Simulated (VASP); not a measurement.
Input of a VASP 6.6.1 run:

The input POSCAR:

```
MgSe
1.0
    0.0000000000      2.7362756105      2.7362756105
    2.7362756105      0.0000000000      2.7362756105
    2.7362756105      2.7362756105      0.0000000000
Mg Se
1 1
Direct
    0.0000000000      0.0000000000      0.0000000000
    0.5000000000      0.5000000000      0.5000000000
```

File INCAR.step1:

```
SYSTEM = MgSe
  PREC = Accurate
  ENCUT = 520
  EDIFF = 1E-5
  ISMEAR = 0
  SIGMA = 0.01
  LREAL = .FALSE.
  LASPH = .TRUE.
  NELM = 100
  ALGO = Normal
  ISIF = 2
  LWAVE = .TRUE.
  LCHARG = .FALSE.
  NBANDS = 11
  GGA = PE
```

Contents of INCAR.step2:

```
SYSTEM = MgSe
  PREC = Accurate
  ENCUT = 520
  EDIFF = 1E-7
  ISMEAR = 0
  SIGMA = 0.01
  LREAL = .FALSE.
  LASPH = .TRUE.
  NELM = 100
  ALGO = Normal
  ISIF = 2
  LWAVE = .FALSE.
  LCHARG = .FALSE.
  GGA = PE
  LHFCALC = .TRUE.
  HFSCREEN = 0.2079
  PRECFOCK = Normal
  NBANDS = 11
  ISTART = 1
```

Contents of KPOINTS:

```
regular mesh
0
G
  4 4 4
  0 0 0
```

Potentials or basis: VASP PAW PBE potentials, release 64 (Mg, Se).

Launch:

```console
$ cat potpaw_PBE.64/Mg/POTCAR potpaw_PBE.64/Se/POTCAR > POTCAR
$ cp INCAR.step1 INCAR
$ mpirun -np 1 vasp_std > vasp.out
$ cp INCAR.step2 INCAR
$ mpirun -np 1 vasp_std > vasp.out
```

What does it give for the pressure?

-0.2 GPa.

What does it give for the band gap on the k mesh?

2.62 eV, indirect (least direct gap 3.51 eV).

Caveat: the k mesh is coarse (spacing up to 0.50 Å⁻¹), so the values aren't converged, least of all with exact exchange; the PAW data sets were made with another functional, which shifts forces and pressure a little. A k mesh can miss the band edges.
